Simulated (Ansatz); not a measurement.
# Platinum, simple cubic under revPBE: structure, energy and stiffness

The plan for platinum in the simple cubic structure: relax it, solve it on a dense k-mesh, then scale the cell to 7 volumes from 88 to 112 % of the relaxed one and try a fit of the equation of state. Spin polarisation is left out. The k-meshes are 12×12×12 for the relaxation; 19×19×19 for the dense run; 13×13×13 for the volumes.

This is Pt in the simple cubic structure; at room conditions it is fcc.

Computed with Ansatz 0.2.0 (DFT revPBE, plane waves (420 eV) with PAW, scalar-relativistic; PBE-made PAW files, unless a step says otherwise).

## Step 1: The starting structure

The structure is cubic, space group Pm-3m (No. 221). Conventional cell: a = 2.536 Å, b = 2.536 Å, c = 2.536 Å, α = 90.00°, β = 90.00°, γ = 90.00°. Pt (site symmetry m-3m) is surrounded by 6 Pt at 2.54 Å.

Structure file:

```cif
data_structure
_symmetry_space_group_name_H-M 'Pm-3m'
_symmetry_Int_Tables_number 221
_cell_length_a 2.5356
_cell_length_b 2.5356
_cell_length_c 2.5356
_cell_angle_alpha 90.000
_cell_angle_beta 90.000
_cell_angle_gamma 90.000
_cell_volume 16.30
loop_
_atom_site_label
_atom_site_type_symbol
_atom_site_symmetry_multiplicity
_atom_site_Wyckoff_symbol
_atom_site_fract_x
_atom_site_fract_y
_atom_site_fract_z
_atom_site_occupancy
Pt1 Pt 1 a 0.00000 0.00000 0.00000 1
```

## Step 2: Geometry optimisation

input.yaml

```yaml
crystal:
  lattice:
    - [2.5356188197, 0.0, 0.0]
    - [0.0, 2.5356188197, 0.0]
    - [0.0, 0.0, 2.5356188197]
  atoms:
    - { symbol: Pt, position: [0.0, 0.0, 0.0] }
hamiltonian:
  xc: revpbe
  pseudopotentials:
    kind: paw
    azcp:
      Pt: "pseudopotentials/Pt.paw.azcp"
basis:
  ecutwfc: 420
  fft_grid_basis: typed
kpoints:
  mp_grid: { grid: [12, 12, 12], shift: [0, 0, 0] }
magnetization:
  spin_polarized: false
scf:
  occupations: { method: fermi_dirac, width: 0.1 }
relax:
  max_steps: 60
  f_tol: 0.01
  cell: {}
```

The runs that follow: The energy on a finer k-mesh; At 88 % of the relaxed volume; At 92 % of the relaxed volume; At 96 % of the relaxed volume; At 100 % of the relaxed volume; At 104 % of the relaxed volume; At 108 % of the relaxed volume; At 112 % of the relaxed volume.

Before running it: what results should come out? Wanted: space group; conventional cell; volume; shortest distance; gap on the mesh; relative to fcc; V₀, B₀, B₀′.

**Answer**, as computed:

```
                      quantity                         value
space group (spins left aside)               Pm-3m (No. 221)
             conventional cell                   a = 2.638 Å
                        volume                18.354 Å³/atom
             shortest distance                       2.638 Å
               gap on the mesh  none (levels filled in part)
               relative to fcc                 +439 meV/atom
                   V₀, B₀, B₀′  18.320 Å³/atom, 173 GPa, 5.5
```

From the guessed start the volume grew by 12.6 % in 7 steps. Against the reference form of platinum (fcc, computed apart with the same settings) it stands 439 meV/atom higher. Levels at the Fermi energy are filled in part, as in a metal. B₀ comes out at 173 GPa. Relaxation kept the symmetry; phonons were not checked.
